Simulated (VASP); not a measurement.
# Li: molecular dynamics at constant energy

Li, Cmce (no. 64), 12 atoms in the cell. PBE, molecular dynamics; PAW potentials Li (PBE set).

Ensemble: NVE; Starting temperature (K): 600.

## Input

INCAR:
```
SYSTEM = Li
ALGO = Fast
EDIFF = 1E-6
ENCUT = 200
GGA = PE
IBRION = 0
ISIF = 2
ISMEAR = -1
ISYM = 0
KPAR = 2
LASPH = .TRUE.
LCHARG = .FALSE.
LREAL = Auto
LWAVE = .FALSE.
MDALGO = 2
NELM = 60
NELMIN = 4
NSW = 60
POTIM = 1.0
PREC = Normal
RANDOM_SEED = 969525 0 0
SIGMA = 0.05
SMASS = -3
TEBEG = 600
```

KPOINTS:
```
k-points
0
Monkhorst-Pack
  2 2 2
```

POSCAR:
```
Li
1.0
    8.0466170000     -2.7876780000      0.0000000000
    8.0466170000      2.7876780000      0.0000000000
    0.0000000000      0.0000000000      5.4068590000
Li
12
Direct
    0.9548210000      0.7180410000      0.2538710000
    0.7180410000      0.9548210000      0.7461290000
    0.2180410000      0.4548210000      0.7538710000
    0.4548210000      0.2180410000      0.2461290000
    0.0451790000      0.2819590000      0.7461290000
    0.2819590000      0.0451790000      0.2538710000
    0.7819590000      0.5451790000      0.2461290000
    0.5451790000      0.7819590000      0.7538710000
    0.7440470000      0.2559530000      0.9021910000
    0.2559530000      0.7440470000      0.0978090000
    0.7559530000      0.2440470000      0.4021910000
    0.2440470000      0.7559530000      0.5978090000
```

Commands:
```
cat potpaw_PBE.64/Li/POTCAR > POTCAR
mpirun -np 2 vasp_std > vasp.out
```

## Result

- Spread of the conserved energy (meV/atom): 0.03
- Rise of the mean potential energy above the start (meV/atom): 29.6
- Mean temperature (K): 350
- Electronic steps per ionic step after the first: 4.0

Course of the run:

| Time (fs) | Temperature (K) | Potential energy less the first (meV/atom) | Conserved energy less the first (meV/atom) |
|---|---|---|---|
| 1 | 599 | 0.0 | 0.00 |
| 6 | 570 | 3.5 | -0.00 |
| 10 | 515 | 10.0 | 0.00 |
| 15 | 427 | 20.5 | 0.01 |
| 19 | 356 | 28.8 | 0.02 |
| 24 | 288 | 36.9 | 0.02 |
| 28 | 258 | 40.5 | 0.02 |
| 33 | 247 | 41.8 | 0.02 |
| 37 | 254 | 41.0 | 0.02 |
| 42 | 269 | 39.1 | 0.01 |
| 46 | 281 | 37.7 | 0.01 |
| 51 | 293 | 36.3 | 0.01 |
| 55 | 300 | 35.5 | 0.01 |
| 60 | 307 | 34.7 | 0.01 |

The mean temperature lies below the starting 600 K, since the atoms start on their sites and part of their kinetic energy turns into potential energy.

REPORT:
```
MDALGO =   2
               SCALING =       0
                 CNEXP =     9.000   14.000
           RANDOM_SEED =            969525                0                0

   original number of atomic DOF:         33
   number of independent constraints:      0
   number of active DOF:                  33

========================================
         MD step No.       1
========================================

  Atomic velocities initialized by STEP_tb

  >Energies
                    E_tot             E_pot             E_kin               EPS                ES
   e_b>   -0.21148679E+02   -0.22001048E+02    0.85236948E+00    0.00000000E+00    0.00000000E+00

  >Temperature
               T_sim     T_inst
   tmprt>    600.000    599.471

  >Thermostat:
           s(n+1) sdot(n+1)      s(n)   sdot(n)        Qs
   s_b>   0.00000   0.00000   0.00000   0.00000  -3.00000

           RANDOM_SEED =            969525               72                0

[... steps left out ...]

========================================
         MD step No.      60
========================================

  >Energies
                    E_tot             E_pot             E_kin               EPS                ES
   e_b>   -0.21148506E+02   -0.21584596E+02    0.43609043E+00    0.00000000E+00    0.00000000E+00

  >Temperature
               T_sim     T_inst
   tmprt>    600.000    306.702

  >Thermostat:
           s(n+1) sdot(n+1)      s(n)   sdot(n)        Qs
   s_b>   0.00000   0.00000   0.00000   0.00000  -3.00000

           RANDOM_SEED =            969525               72                0
```

OSZICAR:
```
N       E                     dE             d eps       ncg     rms          rms(c)
DAV:   1    -0.148057075290E+02   -0.14806E+02   -0.16856E+03   104   0.281E+02
DAV:   2    -0.217988797142E+02   -0.69932E+01   -0.65501E+01   134   0.361E+01
DAV:   3    -0.220789921770E+02   -0.28011E+00   -0.27815E+00   139   0.694E+00
DAV:   4    -0.220827280324E+02   -0.37359E-02   -0.37350E-02   124   0.987E-01
DAV:   5    -0.220827996929E+02   -0.71661E-04   -0.71656E-04   150   0.124E-01    0.830E-01
RMM:   6    -0.220121496888E+02    0.70650E-01   -0.91582E-02   104   0.615E-01    0.428E-01
RMM:   7    -0.220054048112E+02    0.67449E-02   -0.70793E-03   104   0.369E-01    0.285E-01
RMM:   8    -0.220013114311E+02    0.40934E-02   -0.37246E-03   104   0.249E-01    0.389E-02
RMM:   9    -0.220010916864E+02    0.21974E-03   -0.46591E-04   104   0.119E-01    0.111E-02
RMM:  10    -0.220010484393E+02    0.43247E-04   -0.11302E-04   104   0.539E-02    0.368E-03
RMM:  11    -0.220010481974E+02    0.24192E-06   -0.18006E-05   106   0.196E-02    0.202E-03
RMM:  12    -0.220010483873E+02   -0.18994E-06   -0.32018E-06    87   0.877E-03
[... left out ...]
     58 T=   304. E= -.21148508E+02 F= -.21580770E+02 E0= -.21535853E+02  EK= 0.43226E+00 SP= 0.00E+00 SK= 0.00E+00
     59 T=   305. E= -.21148505E+02 F= -.21582690E+02 E0= -.21537712E+02  EK= 0.43418E+00 SP= 0.00E+00 SK= 0.00E+00
[... last step whole ...]
       N       E                     dE             d eps       ncg     rms          rms(c)
DAV:   1    -0.215845963894E+02   -0.19067E-02   -0.73164E-04    67   0.737E-02    0.136E-04
RMM:   2    -0.215845964465E+02   -0.57152E-07   -0.61340E-07    56   0.447E-03    0.123E-04
RMM:   3    -0.215845964520E+02   -0.55243E-08   -0.65259E-08    49   0.151E-03    0.843E-05
RMM:   4    -0.215845964508E+02    0.12706E-08   -0.32957E-09    13   0.844E-04
     60 T=   307. E= -.21148506E+02 F= -.21584596E+02 E0= -.21539578E+02  EK= 0.43609E+00 SP= 0.00E+00 SK= 0.00E+00
```

Limits: 60 fs of 12 atoms are too short for converged averages; the cell is only 5.3 Å across, so each atom moves in step with near copies of itself.

VASP 6.6.1 took 103 s on 2 cores (Intel Xeon Platinum 8488C (Sapphire Rapids)), a shared host.
